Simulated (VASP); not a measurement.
# Ag under changes of volume

One of the cells (16.712 Å³/atom); the others are scaled copies at fixed shape and fractional positions:

```xyz
2
Lattice="2.8828 0.0000 0.0000 -1.4414 2.4966 0.0000 0.0000 0.0000 4.6441" Properties=species:S:1:pos:R:3 pbc="T T T"
Ag    1.4414    0.8322    3.4831
Ag    0.0000    1.6644    1.1610
```

This isn't the form of Ag at room conditions, which is fcc.

```yaml
Program: VASP 6.6.1
Functional: PBEsol
Potentials_or_basis: VASP PAW PBE potentials, release 64 (Ag)
Cutoff: 520 eV
k_mesh: 8 × 8 × 6
Occupations: fermi-dirac, width 0.05 eV
Spin: no spin polarisation
```

```tsv
volume (Å³/atom)	energy over the lowest point (meV/atom)	pressure (GPa)
16.043	10.96	5.3
16.378	2.73	2.5
16.712	0.00	0.0
17.046	2.10	-2.2
17.380	?	?
```

Task: What does the run at 17.380 Å³/atom give?

Result: Energy over the lowest point 8.44 meV/atom; pressure -4.1 GPa.

Worked out: A Birch-Murnaghan fit of order 2 (a polynomial in V^(-2/3)) to the other rows has its minimum at 16.73 Å³/atom with B0 = V·E''(V) = 117 GPa at fixed shape and positions, which overstates the stiffness. It gives 8.66 meV/atom at 17.380 Å³/atom, against the run's 8.44, and -dE/dV = -4.1 GPa, against -4.1.

Energies are extrapolated to zero smearing.

Caveats: the PAW data sets were made with another functional, which shifts forces and pressure a little.
